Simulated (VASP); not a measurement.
# BaTiO3 (Pm-3m) in VASP: a series of runs

One crystal, BaTiO3, is run at these levels: RPBE, PBE; tasks: relaxation of cell and atoms.

Program: VASP 6.6.1. These are calculated values, not measurements. Logs are shortened: lines on timing, memory, paths and dates and some standing lists are left out, and cuts for length are marked.

## Step 1: The crystal as given

The structure is cubic, space group Pm-3m (No. 221). Conventional cell: a = 4.006 Å, b = 4.006 Å, c = 4.006 Å, α = 90.00°, β = 90.00°, γ = 90.00°. Ba (site symmetry m-3m) is surrounded by 12 O at 2.83 Å. Ti (site symmetry m-3m) has 6 O at 2.00 Å as nearest neighbours. Around O (site symmetry 4/mmm) lie 2 Ti at 2.00 Å.

## Step 2: Relaxation of cell and atoms, RPBE

Input file INCAR:

```
SYSTEM = BaTiO3
  PREC = Accurate
  ENCUT = 600
  EDIFF = 1E-6
  ISMEAR = 0
  SIGMA = 0.03
  LREAL = .FALSE.
  LASPH = .TRUE.
  NELM = 80
  ALGO = Normal
  ISIF = 3
  LWAVE = .FALSE.
  LCHARG = .FALSE.
  GGA = RP
  IBRION = 2
  NSW = 90
  EDIFFG = -0.01
```

Input file KPOINTS:

```
Automatic mesh
0
G
  8 8 8
  0 0 0
```

Input file POSCAR:

```
BaTiO3
1.0
    4.0060000000      0.0000000000      0.0000000000
    0.0000000000      4.0060000000      0.0000000000
    0.0000000000      0.0000000000      4.0060000000
Ba Ti O
1 1 3
Direct
    0.5000000000      0.5000000000      0.5000000000
    0.0000000000      0.0000000000      0.0000000000
    0.5000000000      0.0000000000      0.0000000000
    0.0000000000      0.5000000000      0.0000000000
    0.0000000000      0.0000000000      0.5000000000
```

Potentials or basis: VASP PAW PBE potentials, release 64 (Ba_sv, Ti_sv, O).

Run with:

```console
cat potpaw_PBE.64/Ba_sv/POTCAR potpaw_PBE.64/Ti_sv/POTCAR potpaw_PBE.64/O/POTCAR > POTCAR
mpirun -np 1 vasp_std > vasp.out
```

OUTCAR:

```text
SYSTEM = BaTiO3
   PREC = Accurate
   ENCUT = 600
   EDIFF = 1E-6
   ISMEAR = 0
   LREAL = .FALSE.
   LASPH = .TRUE.
   NELM = 80
   ISIF = 3
   GGA = RP
   IBRION = 2
   NSW = 90
   EDIFFG = -0.01

 ion  position               nearest neighbor table
   1  0.500  0.500  0.500-   3 2.83   4 2.83   5 2.83   3 2.83   4 2.83   3 2.83   5 2.83   3 2.83
                             4 2.83   5 2.83   4 2.83   5 2.83   2 3.47   2 3.47   2 3.47   2 3.47
   2  0.000  0.000  0.000-   3 2.00   4 2.00   5 2.00   5 2.00   4 2.00   3 2.00   1 3.47   1 3.47
                             1 3.47   1 3.47   1 3.47   1 3.47   1 3.47   1 3.47
   3  0.500  0.000  0.000-   2 2.00   2 2.00   1 2.83   1 2.83   1 2.83   1 2.83
   4  0.000  0.500  0.000-   2 2.00   2 2.00   1 2.83   1 2.83   1 2.83   1 2.83
   5  0.000  0.000  0.500-   2 2.00   2 2.00   1 2.83   1 2.83   1 2.83   1 2.83

  LATTYP: Found a simple cubic cell.
 ALAT       =     4.0060000000

  Lattice vectors:

 A1 = (   4.0060000000,   0.0000000000,   0.0000000000)
 A2 = (   0.0000000000,   4.0060000000,   0.0000000000)
 A3 = (   0.0000000000,   0.0000000000,   4.0060000000)

Analysis of symmetry for initial positions (statically):
=====================================================================
 Subroutine PRICEL returns:
 Original cell was already a primitive cell.

 Routine SETGRP: Setting up the symmetry group for a
 simple cubic supercell.

 Subroutine GETGRP returns: Found 48 space group operations
 (whereof 48 operations were pure point group operations)
 out of a pool of 48 trial point group operations.

The static configuration has the point symmetry O_h .

Analysis of symmetry for dynamics (positions and initial velocities):
=====================================================================
 Subroutine PRICEL returns:
 Original cell was already a primitive cell.

 Routine SETGRP: Setting up the symmetry group for a
 simple cubic supercell.

 Subroutine GETGRP returns: Found 48 space group operations
 (whereof 48 operations were pure point group operations)
 out of a pool of 48 trial point group operations.

The dynamic configuration has the point symmetry O_h .

 Subroutine INISYM returns: Found 48 space group operations
 (whereof 48 operations are pure point group operations),
 and found     1 'primitive' translations

----------------------------------------------------------------------------------------

                                     Primitive cell

  volume of cell :      64.2884

  direct lattice vectors                    reciprocal lattice vectors
     4.006000000  0.000000000  0.000000000     0.249625562  0.000000000  0.000000000
     0.000000000  4.006000000  0.000000000     0.000000000  0.249625562  0.000000000
     0.000000000  0.000000000  4.006000000     0.000000000  0.000000000  0.249625562

  length of vectors
     4.006000000  4.006000000  4.006000000     0.249625562  0.249625562  0.249625562

  position of ions in fractional coordinates (direct lattice)
     0.500000000  0.500000000  0.500000000
     0.000000000  0.000000000  0.000000000
     0.500000000  0.000000000  0.000000000
     0.000000000  0.500000000  0.000000000
     0.000000000  0.000000000  0.500000000

  ion indices of the primitive-cell ions
   primitive index   ion index
                 1           1
                 2           2
                 3           3
                 4           4
                 5           5

----------------------------------------------------------------------------------------

 KPOINTS: Automatic mesh

Automatic generation of k-mesh.
 Grid dimensions read from file:
 generate k-points for:    8    8    8

 Generating k-lattice:

  Cartesian coordinates                     Fractional coordinates (reciprocal lattice)
     0.031203195  0.000000000  0.000000000     0.125000000  0.000000000  0.000000000
     0.000000000  0.031203195  0.000000000     0.000000000  0.125000000  0.000000000
     0.000000000  0.000000000  0.031203195     0.000000000  0.000000000  0.125000000

  Length of vectors
     0.031203195  0.031203195  0.031203195

  Shift w.r.t. Gamma in fractional coordinates (k-lattice)
     0.000000000  0.000000000  0.000000000

 Subroutine IBZKPT returns following result:
 ===========================================

 Found     35 irreducible k-points:

 Following reciprocal coordinates:
            Coordinates               Weight
  0.000000  0.000000  0.000000      1.000000
  0.125000  0.000000  0.000000      6.000000
  0.250000  0.000000  0.000000      6.000000
  0.375000  0.000000  0.000000      6.000000
  0.500000  0.000000  0.000000      3.000000
  0.125000  0.125000  0.000000     12.000000
[... 16 lines left out ...]
  0.375000  0.375000  0.125000     24.000000
  0.500000  0.375000  0.125000     24.000000
 [... further k-points ...]
   k-points           NKPTS =     35   k-points in BZ     NKDIM =     35   number of bands    NBANDS=     24
   number of dos      NEDOS =    301   number of ions     NIONS =      5
   total plane-waves  NPLWV =  32768
   dimension x,y,z NGX =    32 NGY =   32 NGZ =   32
   dimension x,y,z NGXF=    64 NGYF=   64 NGZF=   64
   ions per type =               1   1   3
   NGX,Y,Z   is equivalent  to a cutoff of  13.28, 13.28, 13.28 a.u.
   NGXF,Y,Z  is equivalent  to a cutoff of  26.56, 26.56, 26.56 a.u.
 SYSTEM =  BaTiO3
   PREC   = accura    normal or accurate (medium, high low for compatibility)
   ISTART =      0    job   : 0-new  1-cont  2-samecut
   ICHARG =      2    charge: 1-file 2-atom 10-const
   ISPIN  =      1    spin polarized calculation?
   LNONCOLLINEAR =      F non collinear calculations
   LSORBIT =      F    spin-orbit coupling
   LASPH  =      T    aspherical Exc in radial PAW
   ENCUT  =  600.0 eV  44.10 Ry    6.64 a.u.   8.00  8.00  8.00*2*pi/ulx,y,z
   NELM   =     80;   NELMIN=  2; NELMDL= -5     # of ELM steps
   EDIFF  = 0.1E-05   stopping-criterion for ELM
   LREAL  =      F    real-space projection
   EDIFFG = -.1E-01   stopping-criterion for IOM
   NSW    =     90    number of steps for IOM
   IBRION =      2    ionic relax: 0-MD 1-quasi-New 2-CG
   NFREE  =      1    steps in history (QN), initial steepest desc. (CG)
   ISIF   =      3    stress and relaxation
   ISYM   =      2    0-nonsym 1-usesym 2-fastsym
   POTIM  = 0.5000    time-step for ionic-motion
   TEBEG  =    0.0;   TEEND  =   0.0 temperature during run
   PSTRESS=    0.0 pullay stress
   NELECT =      40.0000    total number of electrons
   NUPDOWN=      -1.0000    fix difference up-down
   EMIN   =  10.00;   EMAX   =-10.00  energy-range for DOS
   EFERMI =   0.00;   METHOD = LEGACY
   ISMEAR =     0;   SIGMA  =   0.03  broadening in eV -4-tet -1-fermi 0-gaus
   EFERMI_NEDOS =   21; number of points for ismear=-14 and -15
   IALGO  =     38    algorithm
   IMIX   =      4    mixing-type and parameters
     AMIX     =   0.40;   BMIX     =  1.00
     AMIX_MAG =   1.60;   BMIX_MAG =  1.00
  volume/ion in A,a.u.               =      12.86        86.77
  Fermi-wavevector in a.u.,A,eV,Ry     =   1.397603  2.641087 26.576187  1.953295
  Thomas-Fermi vector in A             =   2.520843
   LORBIT       =      0    0 simple, 1 ext, 2 COOP (PROOUT), +10 PAW based schemes
   GGA     = RP    functional components
   LHFCALC =     F    Hartree Fock is set to
   AEXX    =    0.0000 exact exchange contribution
   IVDW    =     0    specifies the selected vdW correction
   LEPSILON=     F    determine dielectric tensor
   LRPA    =     F    only Hartree local field effects (RPA)
 conjugate gradient relaxation of ions
 non-spin polarized calculation
 Gauss-broadening in eV      SIGMA  =   0.03
  energy-cutoff  :      600.00
  volume of cell :       64.29
 maximum number of plane-waves:      2176
   NGX = 17   NGY = 17   NGZ = 17

--------------------------------------- Ionic step        1  -------------------------------------------

 number of electron      39.9999998 magnetization

 Free energy of the ion-electron system (eV)
  ---------------------------------------------------
  ext. energy  EPLUGINS =         0.00000000
  ---------------------------------------------------
  free energy    TOTEN  =       -37.86384703 eV

  energy without entropy =      -37.86384703  energy(sigma->0) =      -37.86384703

------------------------ aborting loop because EDIFF is reached ----------------------------------------

  FORCE on cell =-STRESS in cart. coord.  units (eV):
  Direction    XX          YY          ZZ          XY          YZ          ZX
  --------------------------------------------------------------------------------------
  -------------------------------------------------------------------------------------
  Total        3.0235873      3.0235873      3.0235873      0.0000000      0.0000000     -0.0000000
  in kB       75.3529504     75.3529504     75.3529504      0.0000000      0.0000000     -0.0000000
  external PRESSURE =      75.3529504 kB  Pullay stress =       0.0000000 kB
[... 63 lines left out ...]
  energy  without entropy=      -37.8831265000  energy(sigma->0) =      -37.88312650

--------------------------------------- Ionic step        3  -------------------------------------------

 number of electron      40.0000027 magnetization

 Free energy of the ion-electron system (eV)
  ---------------------------------------------------
  ext. energy  EPLUGINS =         0.00000000
  ---------------------------------------------------
  free energy    TOTEN  =       -37.93153960 eV

  energy without entropy =      -37.93153960  energy(sigma->0) =      -37.93153960

 E-fermi :   3.8501     XC(G=0): -10.7878

 val. band max:        3.6133587688   @ k =   0.5000   0.5000   0.5000
 cond. band min:       5.2965691946   @ k =   0.0000   0.0000   0.0000
 fundamental gap:      1.6832104258
 Fermi energy:         3.8501284117

 k-point     1 :       0.0000    0.0000    0.0000
  band No.  band energies     occupation
      1     -53.3819      2.00000
      2     -29.4940      2.00000
      3     -29.4940      2.00000
      4     -29.4940      2.00000
      5     -21.3818      2.00000
      6     -13.2563      2.00000
[... 637 lines left out ...]
     23       7.2051      0.00000
     24       8.4035      0.00000

 [... further k-points ...]

------------------------ aborting loop because EDIFF is reached ----------------------------------------

  FORCE on cell =-STRESS in cart. coord.  units (eV):
  Direction    XX          YY          ZZ          XY          YZ          ZX
  --------------------------------------------------------------------------------------
  -------------------------------------------------------------------------------------
  Total       -0.0076850     -0.0076850     -0.0076850      0.0000000      0.0000000      0.0000000
  in kB       -0.1828950     -0.1828950     -0.1828950      0.0000000      0.0000000      0.0000000
  external PRESSURE =      -0.1828950 kB  Pullay stress =       0.0000000 kB
[... 20 lines left out ...]
  FREE ENERGIE OF THE ION-ELECTRON SYSTEM (eV)
  ---------------------------------------------------
  free  energy   TOTEN  =       -37.9315396025 eV

  energy  without entropy=      -37.9315396025  energy(sigma->0) =      -37.93153960

 reached required accuracy - stopping structural energy minimisation
```

Run time: 49 s. Hardware: 1 thread of Intel Xeon 6975P-C (Granite Rapids), shared host; peak memory 0.23 GiB.

What came out:

| Property | Result |
| --- | --- |
| Free energy | -37.9315 eV |
| Relaxed volume | 13.46 Å³/atom |
| Relaxed cell | a = 4.068 Å, b = 4.068 Å, c = 4.068 Å, α = 90.00°, β = 90.00°, γ = 90.00° |
| Space group after relaxing (to 0.05 Å) | Pm-3m (No. 221) |
| Energy gained by relaxing | 13.5 meV/atom |
| Ionic steps | 3 |
| Pressure after relaxing | 0.0 GPa |
| Band gap on the k mesh | 1.68 eV, indirect (least direct gap 1.87 eV) |

Step by step:
```csv
step,energy change (eV),largest force (eV/Å),pressure (GPa),volume (Å³)
1,0.0000,0.0000,7.54,64.29
2,-0.0193,0.0000,-5.40,70.08
3,-0.0677,0.0000,-0.02,67.32
```

Final structure:
```cif
data_structure
_symmetry_space_group_name_H-M 'P 1'
_symmetry_Int_Tables_number 1
_cell_length_a 4.0680
_cell_length_b 4.0680
_cell_length_c 4.0680
_cell_angle_alpha 90.000
_cell_angle_beta 90.000
_cell_angle_gamma 90.000
_cell_volume 67.32
loop_
_atom_site_label
_atom_site_type_symbol
_atom_site_fract_x
_atom_site_fract_y
_atom_site_fract_z
_atom_site_occupancy
Ba1 Ba 0.50000 0.50000 0.50000 1
Ti1 Ti 0.00000 0.00000 0.00000 1
O1 O 0.50000 0.00000 0.00000 1
O2 O 0.00000 0.50000 0.00000 1
O3 O 0.00000 0.00000 0.50000 1
```

Caveat: the PAW data sets were made with another functional, which shifts forces and pressure a little; spin-orbit coupling is left out, which moves the levels of the heavy elements. Zero-point motion and thermal expansion aren't in these numbers.

## Step 3: Relaxation of cell and atoms, RPBE

This run uses another cell than the first one, of 13.46 Å³/atom, 1.047 times its volume.

Edit INCAR of step 2 so:

```diff
@@ -3,3 +3,3 @@
   ENCUT = 600
-  EDIFF = 1E-6
+  EDIFF = 1E-7
   ISMEAR = 0
@@ -16,2 +16,2 @@
   NSW = 90
-  EDIFFG = -0.01
+  EDIFFG = -0.005
```

KPOINTS is that of step 2.

Input file POSCAR:

```
BaTiO3                                  
1.0
    4.0680311615      0.0000000000     -0.0000000000
    0.0000000000      4.0680311615     -0.0000000000
    0.0000000000      0.0000000000      4.0680311615
  Ba              Ti              O             
     1     1     3
Direct
     0.5000000000000000    0.5000000000000000    0.5000000000000000
     0.0000000000000000    0.0000000000000000    0.0000000000000000
     0.5000000000000000    0.0000000000000000    0.0000000000000000
     0.0000000000000000    0.5000000000000000    0.0000000000000000
     0.0000000000000000    0.0000000000000000    0.5000000000000000
```

Potentials or basis: VASP PAW PBE potentials, release 64 (Ba_sv, Ti_sv, O).

Run with:

```console
cat potpaw_PBE.64/Ba_sv/POTCAR potpaw_PBE.64/Ti_sv/POTCAR potpaw_PBE.64/O/POTCAR > POTCAR
mpirun -np 1 vasp_std > vasp.out
```

Run time: 41 s. Hardware: 1 thread of Intel Xeon 6975P-C (Granite Rapids), shared host; peak memory 0.23 GiB.

The run converged. Its results:

| Quantity | Value |
| --- | --- |
| Free energy | -37.9378 eV |
| Relaxed volume | 13.45 Å³/atom |
| Relaxed cell | a = 4.067 Å, b = 4.067 Å, c = 4.067 Å, α = 90.00°, β = 90.00°, γ = 90.00° |
| Space group after relaxing (to 0.05 Å) | Pm-3m (No. 221) |
| Energy gained by relaxing | 0.0 meV/atom |
| Ionic steps | 2 |
| Pressure after relaxing | 0.1 GPa |
| Band gap on the k mesh | 1.69 eV, indirect (least direct gap 1.87 eV) |

Final structure:
```yaml
crystal:
  lattice:
    - [4.06693, 0.00000, 0.00000]
    - [0.00000, 4.06693, 0.00000]
    - [0.00000, 0.00000, 4.06693]
  atoms:
    - { symbol: Ba, position: [0.50000, 0.50000, 0.50000] }
    - { symbol: Ti, position: [0.00000, 0.00000, 0.00000] }
    - { symbol: O, position: [0.50000, 0.00000, 0.00000] }
    - { symbol: O, position: [0.00000, 0.50000, 0.00000] }
    - { symbol: O, position: [0.00000, 0.00000, 0.50000] }
```

Levels at points of the mesh, in eV from the valence-band top:
| k point | band 17 | band 18 | band 19 | band 20 | band 21 | band 22 | band 23 | band 24 |
| --- | --- | --- | --- | --- | --- | --- | --- | --- |
| (0.00, 0.00, 0.00) | -1.01 | -0.19 | -0.19 | -0.19 | 1.69 | 1.69 | 1.69 | 3.57 |
| (0.50, 0.00, 0.00) | -1.76 | -1.75 | -0.71 | -0.71 | 1.82 | 3.26 | 3.26 | 3.57 |
| (0.50, 0.50, 0.00) | -1.72 | -0.89 | -0.89 | -0.08 | 3.27 | 3.27 | 3.66 | 4.36 |
| (0.50, 0.50, 0.50) | -2.41 | 0.00 | 0.00 | 0.00 | 3.88 | 3.88 | 3.88 | 6.56 |

Caveat: the PAW data sets were made with another functional, which shifts forces and pressure a little; spin-orbit coupling is left out, which moves the levels of the heavy elements.

[end of part 1 of 2]
